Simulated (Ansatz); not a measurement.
## Barrier of one jump, H in MgO

Level of theory: DFT PBEsol, scalar-relativistic, plane waves, PAW in Ansatz 0.2.0. (420 eV cutoff, 2×2×2 k-mesh, Gaussian smearing of 0.02 eV, no spin polarisation)

Host crystal, relaxed:

```
CELL_PARAMETERS angstrom
0.00000 2.10702 2.10702
2.10702 0.00000 2.10702
2.10702 2.10702 0.00000
ATOMIC_POSITIONS crystal
Mg 0.00000 0.00000 0.00000
O 0.50000 0.50000 0.50000
```

In a supercell of 16 host sites with charge +1, interstitial H hops to an equivalent place, moving 1.16 Å between the relaxed ends. Climbing-image nudged elastic band at fixed cell with images 0 (start) to 4 (end), the path measured over all atoms, converged to 0.05 eV/Å; the order of the saddle wasn't checked, and the small cell leaves errors of about a tenth of an eV. Zero-point motion and tunnelling, which matter for H, are left out.

Supercell rows in host cell vectors: 2 0 -2; 0 0 -2; 0 2 -2. H was set at (0.250, 0.250, 0.250) of the host cell.

At the relaxed start H has 1 O at 0.99 Å.

Question: What barrier does the band give, and what surrounds the atom at the top?

Answer: 0.08 eV at image 2, where H has 1 O at 0.99 Å.

Cost: 1 run of about 1.1 core-minutes, on Oxide Virtual Turin-like Processor (Zen 5) (shared hosts).